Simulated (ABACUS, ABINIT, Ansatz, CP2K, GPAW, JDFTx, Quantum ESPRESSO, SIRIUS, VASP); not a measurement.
**WC: 9 runs at one level of theory**

```
W C
1.0
     2.90650    0.00000    0.00000
    -1.45325    2.51710    0.00000
     0.00000    0.00000    2.83660
W C
1 1
Direct
  0.00000 0.00000 0.00000
  0.66667 0.33333 0.50000
```

Alike in all runs: task single point; functional PBEsol; k mesh 10 × 10 × 9; occupations fermi-dirac, width 0.05 eV; no spin polarisation; no spin-orbit coupling. Pressure is positive in compression and, in plane waves, holds the error of the finite cutoff.

| program and potentials | plane-wave cutoff (eV) | notes | pressure (GPa) |
| --- | --- | --- | --- |
| ABACUS, PseudoDojo NC SR 0.4.1 PBEsol standard, plane waves | 1116 | - | -3.14 |
| ABINIT, PseudoDojo NC SR PBEsol v0.4.1 standard | 1116 | - | -3.13 |
| JDFTx, PseudoDojo-SR-PBEsol-0.4.1-standard with smoothed tails | 1116 | - | -3.12 |
| CP2K, POTENTIAL_UZH W GTH-PBE-q14, C GTH-PBE-q4; TZVP-MOLOPT-PBE-GTH basis | - | atomic basis; potentials made for PBE | -4.00 |
| GPAW, PAW data sets generated for this functional | 800 | - | -3.98 |
| Quantum ESPRESSO, GBRV 1.5 PBEsol | 762 | - | -2.60 |
| SIRIUS, PseudoDojo 0.4.1 PBEsol standard (scalar relativistic) | 1127 | - | -3.12 |
| Ansatz, all-electron LAPW, scalar-relativistic | - | - | -3.43 |
| VASP, PBE PAW files C, W_sv, 520 eV | 520 | potentials made for PBE | ? |

Task: Estimate from the other rows what the run with VASP, PBE PAW files C, W_sv, 520 eV gave.

Result: Pressure -2.25 GPa. The other rows, which needn't bracket it: pressure -4.00 to -2.60.
